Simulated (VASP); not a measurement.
Input of a VASP 6.6.1 run:

Contents of POSCAR:

```
Se
1.0
    4.3551700000      0.0000000000      0.0000000000
   -2.1775850000      3.7716878578      0.0000000000
    0.0000000000      0.0000000000      4.9494500000
Se
3
Direct
    0.7830000000      0.7830000000      0.5000000000
    0.0000000000      0.2170000000      0.8333333333
    0.2170000000      0.0000000000      0.1666666667
```

INCAR.step1

```
SYSTEM = Se
ALGO = Normal
EDIFF = 1E-5
ENCUT = 520
GGA = PE
ISIF = 2
ISMEAR = 0
LASPH = .TRUE.
LCHARG = .FALSE.
LREAL = .FALSE.
LWAVE = .TRUE.
NBANDS = 16
NELM = 60
PREC = Accurate
SIGMA = 0.02
```

File INCAR.step2:

```
SYSTEM = Se
ALGO = Normal
EDIFF = 1E-7
ENCUT = 520
ISIF = 2
ISMEAR = 0
ISTART = 1
LASPH = .TRUE.
LCHARG = .FALSE.
LREAL = .FALSE.
LWAVE = .FALSE.
METAGGA = MBJ
NBANDS = 16
NELM = 60
PREC = Accurate
SIGMA = 0.02
```

File KPOINTS:

```
k-points
0
G
  8 8 6
  0 0 0
```

Contents of KPOINTS_OPT:

```
path GMKGALHA,LM,KH
10
line-mode
reciprocal
 0.0000000000  0.0000000000  0.0000000000  G
 0.5000000000  0.0000000000  0.0000000000  M

 0.5000000000  0.0000000000  0.0000000000  M
 0.3333333333  0.3333333333  0.0000000000  K

 0.3333333333  0.3333333333  0.0000000000  K
 0.0000000000  0.0000000000  0.0000000000  G

 0.0000000000  0.0000000000  0.0000000000  G
 0.0000000000  0.0000000000  0.5000000000  A

 0.0000000000  0.0000000000  0.5000000000  A
 0.5000000000  0.0000000000  0.5000000000  L

 0.5000000000  0.0000000000  0.5000000000  L
 0.3333333333  0.3333333333  0.5000000000  H

 0.3333333333  0.3333333333  0.5000000000  H
 0.0000000000  0.0000000000  0.5000000000  A

 0.5000000000  0.0000000000  0.5000000000  L
 0.5000000000  0.0000000000  0.0000000000  M

 0.3333333333  0.3333333333  0.0000000000  K
 0.3333333333  0.3333333333  0.5000000000  H
```

Potentials or basis: VASP PAW PBE potentials, release 64 (Se).

Run with:

```console
$ cat potpaw_PBE.64/Se/POTCAR > POTCAR
$ cp INCAR.step1 INCAR
$ mpirun -np 1 vasp_std > vasp.out
$ cp INCAR.step2 INCAR
$ mpirun -np 1 vasp_std > vasp.out
```

Predict the band gap on the k mesh.

1.51 eV, indirect (least direct gap 1.62 eV).

What does it give for the band gap along the path?

1.41 eV, indirect (least direct gap 1.62 eV).

Levels at the corners of the path, in eV from the valence-band top:
```tsv
point	band 7	band 8	band 9	band 10	band 11	band 12
Γ	-2.21	-2.21	-0.49	2.44	2.44	2.86
M	-2.82	-1.90	-1.08	2.48	3.01	4.58
M	-2.82	-1.90	-1.08	2.48	3.01	4.58
K	-2.80	-2.57	-1.57	3.50	3.50	4.28
K	-2.80	-2.57	-1.57	3.50	3.50	4.28
Γ	-2.21	-2.21	-0.49	2.44	2.44	2.86
Γ	-2.21	-2.21	-0.49	2.44	2.44	2.86
A	-1.56	-1.56	-1.31	1.59	1.99	1.99
A	-1.56	-1.56	-1.31	1.59	1.99	1.99
L	-1.78	-1.46	0.00	1.89	3.20	3.50
L	-1.78	-1.46	0.00	1.89	3.20	3.50
H	-1.27	-0.27	-0.27	1.41	3.33	3.33
H	-1.27	-0.27	-0.27	1.41	3.33	3.33
A	-1.56	-1.56	-1.31	1.59	1.99	1.99
L	-1.78	-1.46	0.00	1.89	3.20	3.50
M	-2.82	-1.90	-1.08	2.48	3.01	4.58
K	-2.80	-2.57	-1.57	3.50	3.50	4.28
H	-1.27	-0.27	-0.27	1.41	3.33	3.33
```

Caveat: the mesh misses the band edges, which the band path finds closer together.
